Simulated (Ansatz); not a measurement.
MoS2 (started from an entry of an open crystallographic database), relaxed with r2SCAN+rVV10 in Ansatz 0.2.0. Space group R3m (No. 160), trigonal; conventional cell a = 3.175 Å, c = 18.582 Å, 18.03 Å³ an atom. Around Mo lie 6 S at 2.40 Å; around S lie 3 Mo at 2.40 Å.

The axes x, y and z are those of this cell:
```yaml
crystal:
  lattice:
    - [1.58759, 0.91660, 6.19393]
    - [-1.58759, 0.91660, 6.19393]
    - [0.00000, -1.83319, 6.19393]
  atoms:
    - { symbol: Mo, position: [0.00010, 0.00010, 0.00010] }
    - { symbol: S, position: [0.24979, 0.24979, 0.24979] }
    - { symbol: S, position: [0.41711, 0.41711, 0.41711] }
```

Unstrained: PBE gives an indirect gap of 0.936 eV, from T to Γ–S₀ (0.53 of the way from Γ); the least direct gap is 1.691 eV at k = (-0.163, 0.163, -1/2). A second conduction valley, at k = (-0.163, 0.163, -1/2), lies only 30 meV higher, so their order isn't settled. r2SCAN gives an indirect gap of 1.031 eV, from T to k = (-0.163, 0.163, -1/2); the least direct gap is 1.796 eV at k = (-0.163, 0.163, -1/2). A second conduction valley, at Γ–S₀ (0.53 of the way from Γ), lies only 12 meV higher, so their order isn't settled. The HSE06 gap is indirect, 1.427 eV (T to k = (1/6, -1/2, -1/6)), below the direct gap of 2.148 eV at k = (1/6, -1/2, -1/6). Meshes: PBE 10×10×10, r2SCAN 10×10×10, HSE06 6×6×6. Strains are changes of length per length, and xy shears are angles. After each strain the atoms were relaxed again with r2SCAN+rVV10 within the symmetry that the strain leaves, so tilts or polar shifts that break it weren't tested; points keep the names that they have in the unstrained zone. The values are computed, spin-unpolarised, and not measurements.

(1) Apply uniaxial +5.12 % along z, other directions held. How far does the gap move, against the unstrained cell?

(2) Estimate what biaxial -1.14 % in x and y, z held does to the gap.

(3) Estimate what xy shear, engineering strain (angle) -4.78 % does to the gap.

(4) Apply isotropic +0.46 % on every length. How far does the gap move, against the unstrained cell?

Answers

(1) PBE: the gap goes from 0.936 to 1.167 eV (+0.231 eV); the edges go from T → Γ–S₀ (0.53) to T → (-0.219, 0.112, 0.445). r2SCAN: the gap goes from 1.031 to 1.239 eV (+0.208 eV); the edges go from T → (-0.163, 0.163, -1/2) to T → (-0.219, 0.112, 0.445).

(2) PBE: the gap goes from 0.936 to 0.950 eV (+0.014 eV). r2SCAN: the gap goes from 1.031 to 1.061 eV (+0.030 eV); the edges go from T → (-0.163, 0.163, -1/2) to T → Γ–S₀ (0.53).

(3) PBE: the gap goes from 0.936 to 0.935 eV (-0.001 eV); the edges go from T → Γ–S₀ (0.53) to T → (0.185, 0, -0.177). r2SCAN: the gap goes from 1.031 to 1.042 eV (+0.011 eV); the S₀ points, equivalent before, split by 30 meV, and the conduction bottom lies at those like (-0.341, 0, -0.659); the edges go from T → (-0.163, 0.163, -1/2) to T → S₀.

(4) PBE: the gap goes from 0.936 to 0.899 eV (-0.037 eV); the edges go from T → Γ–S₀ (0.53) to T → (1/8, 0.458, -0.206). r2SCAN: the gap goes from 1.031 to 0.961 eV (-0.070 eV); the edges go from T → (-0.163, 0.163, -1/2) to T → (1/8, 0.458, -0.206).

Spin-orbit coupling is left out.

Where an edge lies off the special points, it is a point of the mesh or the k point where a search put PBE's edge or least direct gap, reused for the other functionals, whose own edges may lie a little apart.

Coordinates of k points refer to the reciprocal vectors of the primitive cell of the runs.
